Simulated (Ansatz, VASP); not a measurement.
# Pd: VASP beside Ansatz

```xyz
1
Lattice="-1.5686 1.5686 1.5686 1.5686 -1.5686 1.5686 1.5686 1.5686 -1.5686" Properties=species:S:1:pos:R:3 pbc="T T T"
Pd    0.0000    0.0000    0.0000
```

This isn't the form of Pd at room conditions, which is fcc.

Alike in both runs: task single point; functional PBE; k mesh 18 × 18 × 18; occupations gaussian, width 0.1 eV; no spin polarisation.

```csv
,VASP,Ansatz
version,VASP 6.6.1,Ansatz 0.2.0
potentials or method,"VASP PAW PBE potentials, release 64 (Pd)","scalar-relativistic, plane waves, PAW"
plane-wave cutoff (eV),520,420
valence electrons in the cell,10,18
```

Ansatz gave:

* gap on the k mesh at the Fermi level (eV): none
* pressure (GPa): 0.0

**Question.** Which values does VASP return?

**Answer.** gap on the k mesh at the Fermi level (eV): none; pressure (GPa): -0.3.

A gap of «none» marks a metal or a gap that the smearing closes. The two sets of potentials don't hold the same shells in valence.
